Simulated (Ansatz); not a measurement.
How Sr stores the work of compression

Level of theory: DFT PBE, scalar-relativistic, plane waves, PAW in Ansatz 0.2.0. Settings: 420 eV cutoff, 12×12×12 k-mesh, Gaussian smearing of 0.10 eV, no spin polarisation.

Starting point, cell and atoms relaxed:

```
CELL_PARAMETERS angstrom
0.00000 3.01282 3.01282
3.01282 0.00000 3.01282
3.01282 3.01282 0.00000
ATOMIC_POSITIONS crystal
Sr 0.00000 0.00000 0.00000
```

Cell and atoms were relaxed at each target pressure within the start's symmetry (Fm-3m), at zero temperature; other phases can be more stable under pressure. H = E + PV with P the target; E is the free energy at the smearing used, whose derivative the pressure is, per atom and counted from zero pressure. The mesh named is that at zero pressure; some other pressures ran on another.

| P (GPa) | V (Å³/atom) | E − E0 (meV) | H − H0 (meV) |
| --- | --- | --- | --- |
| 0 | 54.695 | 0.0 | 0.0 |
| 1 | 50.582 | 12.8 | 328.5 |
| 4 | 43.486 | 119.0 | 1204.6 |
| 12 | 33.791 | 571.4 | 3102.2 |
| 25 | 26.238 | 1405.8 | 5499.9 |
| 50 | 19.533 | 2902.4 | 8998.3 |
| 90 | 15.133 | 4758.8 | 13259.7 |

Q: Thermodynamics gives dH/dP = V along a relaxed path. Integrate V over P by the trapezoid rule and compare with the computed enthalpies.

A: With 1 eV/Å³ = 160.22 GPa, each step adds the mean volume times ΔP / 160.22:
```
P (GPa)  ∫V dP (meV) H − H0 (meV) difference (meV)
      1        328.5         328.5               0.0
      4       1209.2        1204.6               4.6
     12       3138.5        3102.2              36.3
     25       5573.9        5499.9              73.9
     50       9144.9        8998.3             146.6
     90      13472.4       13259.7             212.7
```

V(P) curves upward, so the trapezoid rule runs high; integrating a smooth curve through the same points (P as a polynomial of degree 4 in ln V) puts that excess at about 227.7 meV at 90 GPa, against the 212.7 meV found. What is left comes from the shape of V(P) between points this far apart, and from the mesh, the smearing and the stress tolerance.

Q: At 90 GPa, how much of the enthalpy change is stored energy and how much is the PV term?

A: E rises by 4759 meV/atom and PV is 90 × 15.133 / 160.22 = 8501 meV/atom, so PV makes 64 % of ΔH. So between rival structures at high pressure a small difference in volume can outweigh the difference in energy: 1 % of this volume is worth 85.0 meV/atom at this pressure.

Q: What bulk modulus do the lowest pressures give?

A: From the pressures that the runs reached, -0.94 GPa (60.217 Å³) and 1.05 GPa (50.582 Å³), B = −ΔP/Δln V = 1.99 / 0.1744 = 11 GPa, a mean over that range.